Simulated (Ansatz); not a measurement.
# TiO2: a single-point run

Wanted: field gradients for TiO2.

Method: DFT, PBE, plane-wave PAW, default files, scalar-relativistic, in Ansatz 0.2.0.

## (1) The structure to begin with

Symmetry: Pbcn, No. 60, orthorhombic system. The conventional cell has a = 4.515 Å, b = 5.497 Å, c = 4.939 Å, α = 90.00°, β = 90.00°, γ = 90.00°. Ti (site symmetry 2) has 6 O at 1.89 to 2.05 Å as nearest neighbours. O (site symmetry 1) has 3 Ti at 1.89 to 2.05 Å as nearest neighbours.

As a file:

```
CELL_PARAMETERS angstrom
4.51500 0.00000 0.00000
0.00000 5.49700 0.00000
0.00000 0.00000 4.93900
ATOMIC_POSITIONS crystal
Ti 0.00000 0.17100 0.25000
Ti 0.50000 0.32900 0.75000
Ti 0.00000 0.82900 0.75000
Ti 0.50000 0.67100 0.25000
O 0.28600 0.37600 0.41200
O 0.21400 0.12400 0.91200
O 0.78600 0.12400 0.58800
O 0.71400 0.37600 0.08800
O 0.71400 0.62400 0.58800
O 0.78600 0.87600 0.08800
O 0.21400 0.87600 0.41200
O 0.28600 0.62400 0.91200
```

## (2) The run

input.yaml reads:

```yaml
crystal:
  lattice:
    - [4.515, 0.0, 0.0]
    - [0.0, 5.497, 0.0]
    - [0.0, 0.0, 4.939]
  atoms:
    - { symbol: Ti, position: [0.0, 0.171, 0.25] }
    - { symbol: Ti, position: [0.5, 0.329, 0.75] }
    - { symbol: Ti, position: [0.0, 0.829, 0.75] }
    - { symbol: Ti, position: [0.5, 0.671, 0.25] }
    - { symbol: O, position: [0.286, 0.376, 0.412] }
    - { symbol: O, position: [0.214, 0.124, 0.912] }
    - { symbol: O, position: [0.786, 0.124, 0.588] }
    - { symbol: O, position: [0.714, 0.376, 0.088] }
    - { symbol: O, position: [0.714, 0.624, 0.588] }
    - { symbol: O, position: [0.786, 0.876, 0.088] }
    - { symbol: O, position: [0.214, 0.876, 0.412] }
    - { symbol: O, position: [0.286, 0.624, 0.912] }
kpoints:
  mp_grid: { grid: [5, 5, 5] }
scf:
  occupations: { method: fermi_dirac, width: 0.02 }
  max_iter: 60
hamiltonian:
  xc: pbe
  pseudopotentials: { kind: paw }
output:
  forces: true
  stress: true
  populations: true
  efg:
    quadrupole_moments_barn: { Ti: 0.247, O: -0.02558 }
    contact_densities: true
basis:
  ecutwfc: "120 eV"
```

Command:

```
$ ansatz run input.yaml --threads 1 --pin off --max-ram 2560MiB --backend cpu --events-out ev --progress --plain --runs-dir out
```

**Question.** How will this run end, and is anything wrong with its input?

The run converged and reported no error, with warnings (cutoff below recommended). It gives a largest force of 5.1 eV/Å, which is large; a structure far from rest gives such values too, whatever the setting.

Look at the input: basis.ecutwfc is 120 eV. With so few plane waves the basis is incomplete by a wide margin. The potentials' recommended cutoff is 420 eV.

The test: delete basis.ecutwfc (the default then holds).
